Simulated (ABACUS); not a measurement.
# Pt (P-1) in ABACUS: convergence with scf thr

Aim: find how far scf thr must go before the results for Pt settle, at PBEsol. This setting moves, with any that are tied to it; all else stays.

All numbers are computed with ABACUS 3.10.1; they aren't measurements. Logs are shortened: lines on timing, memory, paths and dates and some standing lists are left out, and cuts for length are marked.

## Step 1: The cell of the first run

The typed cell holds 1 atom: a = 2.780 Å, b = 2.709 Å, c = 2.740 Å, α = 109.98°, β = 107.78°, γ = 110.48°.

This isn't the form of Pt at room conditions, which is fcc.

The cell isn't the ideal one: cell strained at random.

## Step 2: With scf thr 0.01

INPUT reads:

```
INPUT_PARAMETERS
suffix              Pt
calculation         scf
basis_type          pw
pseudo_dir          ./
symmetry            1
dft_functional      pbesol
ecutwfc             84
pseudo_rcut         10
nspin               1
nbands              13
ks_solver           dav
smearing_method     mv
smearing_sigma      0.00734986
scf_thr             0.01
scf_nmax            100
mixing_type         broyden
mixing_beta         0.7
cal_force           1
cal_stress          1
kpar                4
```

STRU reads:

```
ATOMIC_SPECIES
Pt 195.0840 Pt.upf

LATTICE_CONSTANT
1.8897261246

LATTICE_VECTORS
-1.5748400000 1.6435080000 1.5953300000
1.5494520000 -1.6075390000 1.5339730000
1.5763000000 1.6089990000 -1.5593610000

ATOMIC_POSITIONS
Direct

Pt
0.0
1
-0.0065370000 -0.0117980000 -0.0021140000 1 1 1
```

KPT reads:

```
K_POINTS
0
Gamma
8 8 8 0 0 0
```

Potentials or basis: PseudoDojo NC SR 0.5 PBE stringent, plane waves.

Run with:

```
$ OMP_NUM_THREADS=1 mpirun -np 4 abacus > log
```

Run time: 7.2 s. Hardware: 4 MPI ranks of Intel Xeon Platinum 8488C (Sapphire Rapids), shared host; peak memory 0.32 GiB.

Results:

| Item | Value |
| --- | --- |
| Free energy | -3548.8833 eV |
| Pressure | -12.7 GPa |
| Band gap on the k mesh | none (metal or under the smearing width) |

## Step 3: With scf thr 0.001

INPUT, as its differences from that of step 2:

```diff
@@ -14,3 +14,3 @@
 smearing_sigma      0.00734986
-scf_thr             0.01
+scf_thr             0.001
 scf_nmax            100
```

STRU is that of step 2.

KPT is that of step 2.

Potentials or basis: PseudoDojo NC SR 0.5 PBE stringent, plane waves.

Run with:

```
$ OMP_NUM_THREADS=1 mpirun -np 4 abacus > log
```

Wall time 7 s (4 MPI ranks of Intel Xeon Platinum 8488C (Sapphire Rapids), shared host); peak memory 0.32 GiB.

Results:

| Quantity | Value |
| --- | --- |
| Free energy | -3548.8833 eV |
| Pressure | -12.7 GPa |
| Band gap on the k mesh | none (metal or under the smearing width) |

## Step 4: With scf thr 0.0001

INPUT, as its differences from that of step 3:

```diff
@@ -14,3 +14,3 @@
 smearing_sigma      0.00734986
-scf_thr             0.001
+scf_thr             0.0001
 scf_nmax            100
```

STRU is that of step 3.

KPT is that of step 3.

Run with:

```
$ OMP_NUM_THREADS=1 mpirun -np 4 abacus > log
```

It took 8.3 s on 4 MPI ranks of Intel Xeon Platinum 8488C (Sapphire Rapids), shared host; peak memory 0.32 GiB.

What came out:

```
Free energy            : -3548.8840 eV
Pressure               : -10.3 GPa
Band gap on the k mesh : none (metal or under the smearing width)
```

## Step 5: With scf thr 1e-05

INPUT, as its differences from that of step 4:

```diff
@@ -14,3 +14,3 @@
 smearing_sigma      0.00734986
-scf_thr             0.0001
+scf_thr             1e-05
 scf_nmax            100
```

STRU is that of step 4.

KPT is that of step 4.

Run with:

```
$ OMP_NUM_THREADS=1 mpirun -np 4 abacus > log
```

It took 8.3 s on 4 MPI ranks of Intel Xeon Platinum 8488C (Sapphire Rapids), shared host; peak memory 0.32 GiB.

Results:

```
Free energy            : -3548.8840 eV
Pressure               : -10.3 GPa
Band gap on the k mesh : none (metal or under the smearing width)
```

## Step 6: With scf thr 1e-06

INPUT, as its differences from that of step 5:

```diff
@@ -14,3 +14,3 @@
 smearing_sigma      0.00734986
-scf_thr             1e-05
+scf_thr             1e-06
 scf_nmax            100
```

STRU is that of step 5.

KPT is that of step 5.

Potentials or basis: PseudoDojo NC SR 0.5 PBE stringent, plane waves.

Run with:

```
$ OMP_NUM_THREADS=1 mpirun -np 4 abacus > log
```

Run time: 9.5 s. Hardware: 4 MPI ranks of Intel Xeon Platinum 8488C (Sapphire Rapids), shared host; peak memory 0.32 GiB.

Results (log left out):

- Free energy: -3548.8840 eV
- Pressure: -9.7 GPa
- Band gap on the k mesh: none (metal or under the smearing width)

## Step 7: With scf thr 1e-07

INPUT, as its differences from that of step 6:

```diff
@@ -14,3 +14,3 @@
 smearing_sigma      0.00734986
-scf_thr             1e-06
+scf_thr             1e-07
 scf_nmax            100
```

STRU is that of step 6.

KPT is that of step 6.

Run with:

```
$ OMP_NUM_THREADS=1 mpirun -np 4 abacus > log
```

It took 10 s on 4 MPI ranks of Intel Xeon Platinum 8488C (Sapphire Rapids), shared host; peak memory 0.32 GiB.

Results (log left out):

```yaml
Free_energy: -3548.8840 eV
Pressure: -9.7 GPa
Band_gap_on_the_k_mesh: none (metal or under the smearing width)
```

## Step 8: With scf thr 1e-08

INPUT, as its differences from that of step 7:

```diff
@@ -14,3 +14,3 @@
 smearing_sigma      0.00734986
-scf_thr             1e-07
+scf_thr             1e-08
 scf_nmax            100
```

STRU is that of step 7.

KPT is that of step 7.

Run with:

```
$ OMP_NUM_THREADS=1 mpirun -np 4 abacus > log
```

It took 10 s on 4 MPI ranks of Intel Xeon Platinum 8488C (Sapphire Rapids), shared host; peak memory 0.32 GiB.

It converged, with:

```
Free energy            : -3548.8840 eV
Pressure               : -9.7 GPa
Band gap on the k mesh : none (metal or under the smearing width)
```

## Step 9: With scf thr 1e-10

INPUT, as its differences from that of step 8:

```diff
@@ -14,3 +14,3 @@
 smearing_sigma      0.00734986
-scf_thr             1e-08
+scf_thr             1e-10
 scf_nmax            100
```

STRU is that of step 8.

KPT is that of step 8.

Potentials or basis: PseudoDojo NC SR 0.5 PBE stringent, plane waves.

Run with:

```
$ OMP_NUM_THREADS=1 mpirun -np 4 abacus > log
```

running log:

```text
ABACUS v3.10.1

               Atomic-orbital Based Ab-initio Computation at UStc

 ------------------------------------------------------------------------------------

 READING GENERAL INFORMATION
                           global_out_dir = OUT.Pt/
                           global_in_card = INPUT
                               pseudo_dir = ./
                              orbital_dir =
                                    DSIZE = 4
                                    GSIZE = 1

 READING UNITCELL INFORMATION
                                    ntype = 1
                  lattice constant (Bohr) = 1.88973
              lattice constant (Angstrom) = 1

 READING ATOM TYPE 1
                               atom label = Pt
                      L=0, number of zeta = 1
                      L=1, number of zeta = 1
                      L=2, number of zeta = 1
             number of atom for this type = 1

                        TOTAL ATOM NUMBER = 1
DIRECT COORDINATES
    atom                   x                   y                   z     mag                  vx                  vy                  vz
taud_Pt1            0.9934630000        0.9882020000        0.9978860000  0.0000        0.0000000000        0.0000000000        0.0000000000

                          Volume (Bohr^3) = 107.326
                             Volume (A^3) = 15.904

 Lattice vectors: (Cartesian coordinate: in unit of a_0)
             -1.57484            +1.64351            +1.59533
             +1.54945            -1.60754            +1.53397
              +1.5763              +1.609            -1.55936
 Reciprocal vectors: (Cartesian coordinate: in unit of 2 pi/a_0)
          +0.00242534           +0.303959           +0.316086
[... 309 lines left out ...]
----------------------------------------------------------
 E_KohnSham     -260.8380682251      -3548.8839831747
 E_KS(sigma->0) -260.8378963383      -3548.8816445338
 E_Harris       -260.8380482976      -3548.8837120460
 E_band         -11.1271000408       -151.3919627704
 E_one_elec     -56.3899042782       -767.2240078582
 E_Hartree      39.6275352717        539.1602773905
 E_xc           -47.1659034107       -641.7250377029
 E_Ewald        -196.9094520342      -2679.0905377223
 E_entropy(-TS) -0.0003437737        -0.0046772818
 E_descf        0.0000000000         0.0000000000
 E_exx          0.0000000000         0.0000000000
 E_Fermi        1.5937231199         21.6837154655
----------------------------------------------------------

 charge density convergence is achieved
 final etot is -3548.8839832 eV
 EFERMI = 21.683715465 eV

 STATE ENERGY(eV) AND OCCUPATIONS    NSPIN == 1
 1/65 kpoint (Cartesian) = 0.0000 0.0000 0.0000 (1413 pws)
       1       -76.4369     0.00390625
       2       -30.4206     0.00390625
       3       -30.4137     0.00390625
       4       -30.4092     0.00390625
       5        12.1014     0.00390625
       6        17.9099     0.00390625
       7        18.1412     0.00390625
       8        18.4713     0.00390625
       9        20.4602     0.00390625
      10        20.8542     0.00390625
      11        38.0931        0.00000
      12        38.7525        0.00000
      13        39.0163        0.00000
[... 61 lines left out ...]
 6/65 kpoint (Cartesian) = 0.040318 -0.00046352 0.040277 (1407 pws)
       1       -76.4323     0.00781250
       2       -30.4777     0.00781250
       3       -30.4409     0.00781250
       4       -30.4118     0.00781250
       5        12.7515     0.00781250
       6        17.8939     0.00781250
       7        18.3143     0.00781250
       8        18.5467     0.00781250
       9        20.5068     0.00781250
      10        20.5547     0.00781250
      11        38.7939        0.00000
      12        39.1506        0.00000
      13        39.3282        0.00000

[... levels at 59 further k points ...]

------------------------------------------------------------------------------------------
 TOTAL-FORCE (eV/Angstrom)
------------------------------------------------------------------------------------------
                       Pt1         0.0000000000         0.0000000000         0.0000000000
------------------------------------------------------------------------------------------

----------------------------------------------------------------
 TOTAL-STRESS (KBAR)
----------------------------------------------------------------
      -114.7888321697        -3.7139984083        21.3281472858
        -3.7139984083       -64.6924576965       -28.5391526736
        21.3281472858       -28.5391526736      -112.5535403486
----------------------------------------------------------------
 TOTAL-PRESSURE: -97.344943 KBAR

 --------------------------------------------
 !FINAL_ETOT_IS -3548.8839831746713571 eV
 --------------------------------------------
```

stdout:

```text
ABACUS v3.10.1

               Atomic-orbital Based Ab-initio Computation at UStc

 dft_functional readin is: pbesol
 dft_functional in pseudopot file is: PBE
 Please make sure this is what you need

[... 32 lines left out ...]
 DA7     -3.54888398e+03  -1.82296792e-08   3.7189e-10   1.09
 DA8     -3.54888398e+03   1.22969708e-10   1.0235e-11   1.34
----------------------------------------------------------------
 TOTAL-STRESS (KBAR)
----------------------------------------------------------------
      -114.7888321697        -3.7139984083        21.3281472858
        -3.7139984083       -64.6924576965       -28.5391526736
        21.3281472858       -28.5391526736      -112.5535403486
----------------------------------------------------------------
 TOTAL-PRESSURE: -97.344943 KBAR
```

It took 13 s on 4 MPI ranks of Intel Xeon Platinum 8488C (Sapphire Rapids), shared host; peak memory 0.32 GiB.

Results:

| Quantity | Value |
| --- | --- |
| Free energy | -3548.8840 eV |
| Pressure | -9.7 GPa |
| Band gap on the k mesh | none (metal or under the smearing width) |

## Step 10: Summary

```
scf thr  energy less the tightest run, at zero smearing (meV/atom)  pressure (GPa)  SCF cycles  CPU time (s)
   0.01                                                       0.70          -12.68           3            26
  0.001                                                       0.70          -12.68           3            26
 0.0001                                                       0.02          -10.30           4            31
  1e-05                                                       0.02          -10.30           4            31
  1e-06                                                       0.00           -9.67           5            37
  1e-07                                                       0.00           -9.75           6            40
  1e-08                                                       0.00           -9.75           6            41
  1e-10                                                       0.00           -9.73           8            50
```

Against the tightest run, the energy stays within 1 meV/atom from 0.01 on; the pressure stays within 0.1 GPa from 1e-06 on. The tightest run that finished is the yardstick and may itself not be fully converged.

Caveats: the potentials were made for another functional, which shifts forces and pressure.
